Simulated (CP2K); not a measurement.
**Ga under changes of volume**

One of the cells (17.718 Å³/atom); the others are scaled copies at fixed shape and fractional positions:

```
Ga
1.0
     3.02901    0.00000    0.00000
     0.49806    2.98778    0.00000
    -1.76353   -1.49389    1.95784
Ga
1
Cartesian
  0.0000 0.0000 0.0000
```

This isn't the form of Ga at room conditions, which is orthorhombic.

| Item | Value |
| --- | --- |
| Program | CP2K 2026.2 |
| Functional | PBE |
| Potentials or basis | POTENTIAL_UZH Ga GTH-PBE-q13; TZVP-MOLOPT-PBE-GTH basis |
| Density cutoff | 6123 eV |
| k mesh | 13 × 13 × 13 |
| Occupations | fermi-dirac, width 0.05 eV |
| Spin | no spin polarisation |

```csv
volume (Å³/atom),energy over the lowest point (meV/atom),pressure (GPa)
16.655,60.07,9.2
17.010,41.86,7.3
17.364,27.48,5.7
17.718,16.51,4.3
18.073,?,?
18.427,3.16,2.0
18.781,0.00,1.1
```

Question: What does the run at 18.073 Å³/atom give?

Answer: Energy over the lowest point 8.53 meV/atom; pressure 3.1 GPa.

Worked out: A Birch-Murnaghan fit of order 3 (a polynomial in V^(-2/3)) to the other rows has its minimum at 19.18 Å³/atom, just outside them, with B0 = V·E''(V) = 42 GPa and B' = 6.3 at fixed shape and positions, which overstates the stiffness. It gives 8.52 meV/atom at 18.073 Å³/atom, against the run's 8.53, and -dE/dV = 3.0 GPa, against 3.1.

Energies are extrapolated to zero smearing.

Caveats: the basis of atomic orbitals isn't converged, which shifts pressures, moduli and gaps.
